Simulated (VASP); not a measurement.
Runs of VASP 6.6.1 on Mg3H2. All rows change the cell; the cell of one of them follows. Symmetry: Pm-3m, No. 221, cubic system. Conventional cell: a = 4.353 Å, b = 4.353 Å, c = 4.353 Å, α = 90.00°, β = 90.00°, γ = 90.00°. Around Mg (site symmetry 4/mmm) lie 2 H at 2.18 Å. H (site symmetry m-3m) has 12 Mg at 3.08 Å as nearest neighbours. H (site symmetry m-3m) has 6 Mg at 2.18 Å as nearest neighbours. The cell was built by a generator and needn't be a form met in nature.

| task | cell | k mesh | cutoff (eV) | mesh quality | gap on the mesh (eV) | pressure (GPa) | relaxed volume (Å³/atom) |
| --- | --- | --- | --- | --- | --- | --- | --- |
| single point | species swapped into the Tl2F3 type (Pm-3m, No. 221) | 4 × 4 × 4 | 520 | coarse | none | 0.0 | - |
| relaxation of cell and atoms | relaxed from: species swapped into the Tl2F3 type (Pm-3m, No. 221) | 4 × 4 × 4 | 600 | coarse | - | -0.1 | 16.53 |
| relaxation of cell and atoms | relaxed from: species swapped into the Tl2F3 type (Pm-3m, No. 221) | 10 × 10 × 10 | 600 | not flagged | - | 0.0 | (a) |
| single point | species swapped into the Tl2F3 type (Pm-3m, No. 221) | 10 × 10 × 10 | 520 | not flagged | none | -0.1 | - |

Alike in all rows: level PBE; potentials or basis VASP PAW PBE potentials, release 64 (Mg, H); no spin polarisation; smearing gaussian 0.1 eV.

Q: Estimate the missing entries.

A: (a) 16.25.

Caveats: some runs use coarse meshes; the bands computed are all filled at some k points, so no gap is given (some runs); the volume moved by over 15 % at a fixed basis, so the end points are rough (some runs).

A gap of «none» marks a metal or a gap under the smearing width.
